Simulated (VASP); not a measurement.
Set up this calculation in VASP 6.6.1, as the native input.

- Task: relaxation of the atoms
- Functional: PBE
- Dispersion: D3(BJ)
- Potentials or basis: VASP PAW PBE potentials, release 64 (W_sv)
- Cutoff: 600 eV
- k mesh: 16 × 16 × 16
- Occupations: methfessel-paxton, width 0.1 eV
- Spin: no spin polarisation
- Further INCAR settings: ALGO = Fast; EDIFF = 1e-07; IBRION = 2; EDIFFG = -0.01; NSW = 40

The structure of W lies in POSCAR:

```
W                                       
1.0
   -1.5587258899      1.5587258899      1.5587258899
    1.5587258899     -1.5587258899      1.5587258899
    1.5587258899      1.5587258899     -1.5587258899
  W             
     1
Direct
     0.0000000000000000    0.0000000000000000    0.0000000000000000
```

The cell isn't the ideal one: a relaxed cell with its volume scaled by 0.96.

One way to write it, as run:

INCAR

```
PREC = Accurate
ENCUT = 600
EDIFF = 1E-7
ISMEAR = 1
SIGMA = 0.1
LREAL = False
LASPH = True
NELM = 80
ALGO = Fast
ISIF = 2
LWAVE = False
LCHARG = False
GGA = PE
IVDW = 12
IBRION = 2
NSW = 40
EDIFFG = -0.01
```

KPOINTS

```
Automatic mesh
0
Gamma
  16 16 16
```

Potentials or basis: VASP PAW PBE potentials, release 64 (W_sv).

Run with:

```console
$ cat potpaw_PBE.64/W_sv/POTCAR > POTCAR
$ mpirun -np 1 vasp_std > vasp.out
```

It gave:

| Quantity | Value |
| --- | --- |
| Pressure after relaxing | 14.4 GPa |
| Band gap on the k mesh | none (metal or under the smearing width) |
| Dispersion energy per atom | -0.729 eV |

Caveat: the relaxation stopped at its first step, so nothing moved; pairwise dispersion overbinds metals, which lowers pressure and volume.

Run time: 18 s on 1 thread of Intel(R) Xeon(R) Platinum 8488C (Sapphire Rapids), on a shared host, peak memory 0.17 GiB.
